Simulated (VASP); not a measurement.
# Mo (Im-3m) in VASP: a series of runs

One crystal, Mo, is run at these levels: PBE; tasks: single point.

Everything below comes from runs of VASP 6.6.1. Logs are shortened: lines on timing, memory, paths and dates and some standing lists are left out, and cuts for length are marked.

### 1 Starting point

It takes space group Im-3m (No. 229, cubic). The conventional cell has a = 3.168 Å, b = 3.168 Å, c = 3.168 Å, α = 90.00°, β = 90.00°, γ = 90.00°. Mo (site symmetry m-3m) is surrounded by 8 Mo at 2.74 Å.

### 2 Single point, PBE

Input file INCAR:

```
ADDGRID = F
ALGO = Normal
EDIFF = 1E-7
ENCUT = 450
GGA = PE
ISIF = 2
ISMEAR = 1
LASPH = F
LCHARG = F
LREAL = F
LWAVE = F
NBANDS = 13
NELM = 100
PREC = Accurate
SIGMA = 0.2
```

Input file KPOINTS:

```
k-points
0
Gamma
  11 11 11
```

Input file POSCAR:

```
Mo
1.0
   -1.6018940000      1.6123050000      1.5868230000
    1.5840600000     -1.5829550000      1.5396390000
    1.5998790000      1.5809390000     -1.5574730000
Mo
1
Direct
   -0.0100820000     -0.0008690000      0.0196120000
```

Potentials or basis: VASP PAW PBE potentials, release 64 (Mo_sv).

Command:

```sh
cat potpaw_PBE.64/Mo_sv/POTCAR > POTCAR
mpirun -np 1 vasp_std > vasp.out
```

OUTCAR:

```text
EDIFF = 1E-7
   ENCUT = 450
   GGA = PE
   ISIF = 2
   ISMEAR = 1
   LASPH = F
   LREAL = F
   NELM = 100
   PREC = Accurate

 Found    666 irreducible k-points:

 Following reciprocal coordinates:
            Coordinates               Weight
  0.000000  0.000000  0.000000      1.000000
  0.090909 -0.000000  0.000000      2.000000
  0.181818 -0.000000  0.000000      2.000000
  0.272727 -0.000000  0.000000      2.000000
  0.363636  0.000000  0.000000      2.000000
  0.454545  0.000000  0.000000      2.000000
   k-points           NKPTS =    666   k-points in BZ     NKDIM =    666   number of bands    NBANDS=     13
   number of dos      NEDOS =    301   number of ions     NIONS =      1
   total plane-waves  NPLWV =   8000
   dimension x,y,z NGX =    20 NGY =   20 NGZ =   20
   dimension x,y,z NGXF=    40 NGYF=   40 NGZF=   40
   ions per type =               1
   NGX,Y,Z   is equivalent  to a cutoff of  11.99, 12.23, 12.15 a.u.
   NGXF,Y,Z  is equivalent  to a cutoff of  23.99, 24.47, 24.31 a.u.
 SYSTEM =  unknown system
   PREC   = accura    normal or accurate (medium, high low for compatibility)
   ISTART =      0    job   : 0-new  1-cont  2-samecut
   ICHARG =      2    charge: 1-file 2-atom 10-const
   ISPIN  =      1    spin polarized calculation?
   LNONCOLLINEAR =      F non collinear calculations
   LSORBIT =      F    spin-orbit coupling
   LASPH  =      F    aspherical Exc in radial PAW
   ENCUT  =  450.0 eV  33.07 Ry    5.75 a.u.   4.79  4.70  4.73*2*pi/ulx,y,z
   NELM   =    100;   NELMIN=  2; NELMDL= -5     # of ELM steps
   EDIFF  = 0.1E-06   stopping-criterion for ELM
   LREAL  =      F    real-space projection
   EDIFFG = 0.1E-05   stopping-criterion for IOM
   NSW    =      0    number of steps for IOM
   IBRION =     -1    ionic relax: 0-MD 1-quasi-New 2-CG
   NFREE  =      0    steps in history (QN), initial steepest desc. (CG)
   ISIF   =      2    stress and relaxation
   ISYM   =      2    0-nonsym 1-usesym 2-fastsym
   POTIM  = 0.5000    time-step for ionic-motion
   TEBEG  =    0.0;   TEEND  =   0.0 temperature during run
   PSTRESS=    0.0 pullay stress
   NELECT =      14.0000    total number of electrons
   NUPDOWN=      -1.0000    fix difference up-down
   EMIN   =  10.00;   EMAX   =-10.00  energy-range for DOS
   EFERMI =   0.00;   METHOD = LEGACY
   ISMEAR =     1;   SIGMA  =   0.20  broadening in eV -4-tet -1-fermi 0-gaus
   EFERMI_NEDOS =   21; number of points for ismear=-14 and -15
   IALGO  =     38    algorithm
   IMIX   =      4    mixing-type and parameters
     AMIX     =   0.40;   BMIX     =  1.00
     AMIX_MAG =   1.60;   BMIX_MAG =  1.00
  volume/ion in A,a.u.               =      15.89       107.24
  Fermi-wavevector in a.u.,A,eV,Ry     =   1.569380  2.965697 33.510502  2.462952
  Thomas-Fermi vector in A             =   2.671271
   LORBIT       =      0    0 simple, 1 ext, 2 COOP (PROOUT), +10 PAW based schemes
   GGA     = PE    functional components
   LHFCALC =     F    Hartree Fock is set to
   AEXX    =    0.0000 exact exchange contribution
   IVDW    =     0    specifies the selected vdW correction
   LEPSILON=     F    determine dielectric tensor
   LRPA    =     F    only Hartree local field effects (RPA)
 non-spin polarized calculation
 Methfessel and Paxton  Order N= 1 SIGMA  =   0.20
  energy-cutoff  :      450.00
  volume of cell :       15.89
 maximum number of plane-waves:       366
   NGX =  9   NGY =  9   NGZ =  9

 number of electron      13.9999999 magnetization

 Free energy of the ion-electron system (eV)
  ---------------------------------------------------
  ext. energy  EPLUGINS =         0.00000000
  ---------------------------------------------------
  free energy    TOTEN  =       -10.90707155 eV

  energy without entropy =      -10.90445990  energy(sigma->0) =      -10.90620100

 E-fermi :  12.2522     XC(G=0): -13.2972

 val. band max:       12.2485614959   @ k =  -0.0000  -0.4545   0.0909
 cond. band min:      12.2531127928   @ k =  -0.1818   0.1818   0.1818
 fundamental gap:      0.0045512969
 Fermi energy:        12.2521820039

 k-point     1 :       0.0000    0.0000    0.0000
  band No.  band energies     occupation
      1     -48.9482      2.00000
      2     -22.2773      2.00000
      3     -22.2515      2.00000
      4     -22.2249      2.00000
      5       5.1499      2.00000
      6      10.7618      2.00000
      7      11.0526      2.00000
      8      11.1836      2.00000
      9      13.8148     -0.00000
     10      14.1116     -0.00000
     11      26.9269      0.00000
     12      27.0280      0.00000
     13      27.4759      0.00000

 k-point     2 :       0.0909   -0.0000    0.0000
  band No.  band energies     occupation
      1     -48.9299      2.00000
      2     -22.3819      2.00000
      3     -22.2858      2.00000
      4     -22.2289      2.00000
      5       5.4990      2.00000
      6      10.6121      2.00000
      7      10.9807      2.00000
      8      11.4662      2.00000
      9      13.7335     -0.00000
     10      13.9993     -0.00000
     11      27.4336      0.00000
     12      27.5943      0.00000
     13      27.8224      0.00000

 k-point     3 :       0.1818   -0.0000    0.0000
  band No.  band energies     occupation
      1     -48.8806      2.00000
      2     -22.6658      2.00000
      3     -22.3721      2.00000
      4     -22.2349      2.00000
      5       6.3968      2.00000
      6      10.1635      2.00000
      7      10.7438      2.00000
      8      12.3831      0.11393
      9      13.5572     -0.00000
     10      14.0356     -0.00000
     11      27.7230      0.00000
     12      28.5735      0.00000
     13      29.2919      0.00000

 k-point     4 :       0.2727   -0.0000    0.0000
  band No.  band energies     occupation
      1     -48.8153      2.00000
      2     -23.0263      2.00000
      3     -22.4833      2.00000
      4     -22.2418      2.00000
      5       7.2388      2.00000
      6       9.6234      2.00000
      7      10.8494      2.00000
      8      13.7003     -0.00000
      9      13.7996     -0.00000
     10      14.2311     -0.00000
     11      26.8201      0.00000
     12      27.8061      0.00000
     13      31.7333      0.00000

 k-point     5 :       0.3636    0.0000    0.0000
  band No.  band energies     occupation
      1     -48.7546      2.00000
      2     -23.3465      2.00000
      3     -22.5836      2.00000
      4     -22.2481      2.00000
      5       7.3261      2.00000
      6       9.1758      2.00000
      7      12.0462      2.05588
      8      14.0104     -0.00000
      9      14.5185     -0.00000
     10      15.4336     -0.00000
     11      25.3641      0.00000
     12      25.6902      0.00000
     13      31.8478      0.00000

 k-point     6 :       0.4545    0.0000    0.0000
  band No.  band energies     occupation
      1     -48.7181      2.00000
      2     -23.5322      2.00000
      3     -22.6424      2.00000
      4     -22.2519      2.00000
      5       7.1411      2.00000
      6       8.9284      2.00000
      7      13.4787     -0.00000
      8      14.1562     -0.00000
      9      14.7510     -0.00000
     10      16.6799      0.00000
     11      23.8332      0.00000
     12      24.5059      0.00000
     13      29.7330      0.00000

 [... further k-points ...]

------------------------ aborting loop because EDIFF is reached ----------------------------------------

  FORCE on cell =-STRESS in cart. coord.  units (eV):
  Direction    XX          YY          ZZ          XY          YZ          ZX
  --------------------------------------------------------------------------------------
  -------------------------------------------------------------------------------------
  Total       -0.2032494     -0.2778944      0.2297728      0.0034537     -0.0811055      0.0469487
  in kB      -20.4913824    -28.0170106     23.1654515      0.3482001     -8.1769720      4.7333184
  external PRESSURE =      -8.4476472 kB  Pullay stress =       0.0000000 kB

 VOLUME and BASIS-vectors are now :
 -----------------------------------------------------------------------------
  energy-cutoff  :      450.00
  volume of cell :       15.89
      direct lattice vectors                 reciprocal lattice vectors
    -1.601894000  1.612305000  1.586823000     0.001971750  0.310249238  0.316949110
     1.584060000 -1.582955000  1.539639000     0.315876418 -0.002757309  0.321678072
     1.599879000  1.580939000 -1.557473000     0.314268351  0.313370033 -0.001149142

 POSITION                                       TOTAL-FORCE (eV/Angst)
 -----------------------------------------------------------------------------------
      0.02832      0.04548      3.07858         0.000000     -0.000000     -0.000000
 -----------------------------------------------------------------------------------
    total drift:                                0.000001      0.000000     -0.000005

  FREE ENERGIE OF THE ION-ELECTRON SYSTEM (eV)
  ---------------------------------------------------
  free  energy   TOTEN  =       -10.9070715452 eV

  energy  without entropy=      -10.9044598973  energy(sigma->0) =      -10.90620100
```

Wall time 39 s (1 thread of Intel Xeon 6975P-C (Granite Rapids), shared host); peak memory 0.21 GiB.

These settings aren't checked as converged: the numbers below hold their error.

Results:

| Item | Value |
| --- | --- |
| Free energy | -10.9071 eV |
| Pressure | -0.8 GPa |
| Band gap on the k mesh | none (metal or under the smearing width) |

### 3 Single point, PBE

Input file INCAR:

```
ADDGRID = F
ALGO = Normal
EDIFF = 1E-4
ENCUT = 450
GGA = PE
ISIF = 2
ISMEAR = 1
LASPH = T
LCHARG = F
LREAL = Auto
LWAVE = F
NBANDS = 13
NELM = 100
PREC = Normal
SIGMA = 0.2
```

KPOINTS is that of step 2.

Input file POSCAR:

```
Mo
1.0
   -1.5838089719      1.5838089719      1.5838089719
    1.5838089719     -1.5838089719      1.5838089719
    1.5838089719      1.5838089719     -1.5838089719
Mo
1
Direct
    0.0000000000      0.0000000000      0.0000000000
```

Potentials or basis: VASP PAW PBE potentials, release 64 (Mo_sv).

Command:

```sh
cat potpaw_PBE.64/Mo_sv/POTCAR > POTCAR
mpirun -np 1 vasp_std > vasp.out
```

Wall time 3.8 s (1 thread of Intel Xeon 6975P-C (Granite Rapids), shared host); peak memory 0.11 GiB.

These settings aren't checked as converged: the numbers below hold their error.

What came out:

| Item | Value |
| --- | --- |
| Free energy | -10.9124 eV |
| Pressure | -1.6 GPa |
| Band gap on the k mesh | none (metal or under the smearing width) |

### 4 Single point, PBE

INCAR is that of step 3.

KPOINTS is that of step 3.

Input file POSCAR:

```
Mo
1.0
   -1.6018940000      1.6123050000      1.5868230000
    1.5840600000     -1.5829550000      1.5396390000
    1.5998790000      1.5809390000     -1.5574730000
Mo
1
Direct
   -0.0100820000     -0.0008690000      0.0196120000
```

Command:

```sh
cat potpaw_PBE.64/Mo_sv/POTCAR > POTCAR
mpirun -np 1 vasp_std > vasp.out
```

Wall time 20 s (1 thread of Intel Xeon 6975P-C (Granite Rapids), shared host); peak memory 0.16 GiB.

The run converged, but some of its settings lie outside the range that counts as converged, so its numbers aren't taken as properties of the crystal.

What came out:

```
Free energy            : -10.9084 eV
Pressure               : -1.5 GPa
Band gap on the k mesh : none (metal or under the smearing width)
```
